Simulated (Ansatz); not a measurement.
## Bi in Ansatz: the effect of functional

Bi:

```
CELL_PARAMETERS angstrom
3.25982 0.00000 0.00000
0.00000 3.24298 0.00000
-0.08099 0.00000 6.48656
ATOMIC_POSITIONS crystal
Bi 0.54425 0.00000 0.74958
Bi 0.45575 0.00000 0.25042
```

This isn't the form of Bi at room conditions, which is rhombohedral.

The cell isn't the ideal one: volume scaled by 1.02.

Alike in all runs:

- Program: Ansatz 0.2.0
- Task: single point
- Potentials or basis: Ansatz PAW
- k mesh: 8 × 8 × 4
- Occupations: fermi-dirac, width 0.05 eV
- Spin: no spin polarisation

Question: One run gave: pressure 0.1 GPa; largest force 0.03 eV/Å. Which functional did it use?
A. LDA
B. PBEsol
C. r2SCAN

Answer: C.

```tsv
functional	cutoff	pressure (GPa)	largest force (eV/Å)
LDA	420 eV (not typed: the program's choice for these potentials)	-2.7	0.02
PBEsol	420 eV (not typed: the program's choice for these potentials)	-1.4	0.01
r2SCAN	500 eV (not typed: the program's choice for these potentials)	0.1	0.03
```

Caveats: the PAW data sets come from PBE, with cores solved anew for the run's functional, which leaves a small shift of forces and pressure.

Runs at the PBE level aren't shown here.
